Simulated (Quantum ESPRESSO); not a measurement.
Al: phonons with LDA

Crystal: Al.

```
Al
1.0
    -1.59122    1.59122    1.59122
     1.59122   -1.59122    1.59122
     1.59122    1.59122   -1.59122
Al
1
Direct
  0.00000 0.00000 0.00000
```

This isn't the form of Al at room conditions, which is fcc.

```yaml
Program: Quantum ESPRESSO 7.5
Task: phonons
Functional: LDA
Potentials_or_basis: PseudoDojo 0.4.1 SR LDA standard
Cutoff: 599 eV
Density_cutoff: 2395 eV
k_mesh: 12 × 12 × 12
Occupations: cold, width 0.2 eV
Spin: no spin polarisation
Form_of_the_LDA_correlation: PW92
Mixing_beta: 0.5
Most_SCF_iterations: 120
SCF_threshold: 2e-10 Ry
```

| Quantity | Value |
| --- | --- |
| Relaxed volume | 16.16 Å³/atom |
| Relaxed cell | a = 2.758 Å, b = 2.758 Å, c = 2.758 Å, α = 109.47°, β = 109.47°, γ = 109.47° |
| Space group after relaxing (to 0.05 Å) | Im-3m (No. 229) |
| Pressure after relaxing | 0.0 GPa |
| Band gap on the k mesh | none (metal or under the smearing width) |
| Highest phonon frequency at the q point run | 315 cm⁻¹ |
| Most unstable mode | 120i cm⁻¹ |

Final structure:
```
Al
1.0
    -1.59259    1.59259    1.59259
     1.59259   -1.59259    1.59259
     1.59259    1.59259   -1.59259
Al
1
Direct
  0.00000 0.00000 0.00000
```

Levels at points of the mesh, in eV from the Fermi level:
```
              k point  band 1  band 2  band 3  band 4
   (0.00, 0.00, 0.00)  -11.23   13.34   13.34   14.69
  (0.00, 0.00, -0.50)   -4.34   -3.89    8.19    8.35
(-0.50, -0.50, -0.50)    1.89    1.89    1.89    3.05
```

Phonon frequencies in cm⁻¹ (negative: imaginary):
```csv
q point,frequencies
"(0.000, 0.000, 0.500)",-120 206 315
```

Phonon modes at q = (0.000, 0.000, 0.500) in reciprocal lattice units:
```
mode  symmetry  cm⁻¹
   1      B_2u  -120
   2      B_1u   206
   3      B_3u   315
```

It took 120 s on 1 thread of Intel(R) Xeon(R) Processor @ 2.50GHz (Skylake/Cascade Lake), with other jobs on the host, peak memory 0.09 GiB.

Caveat: some modes are imaginary.
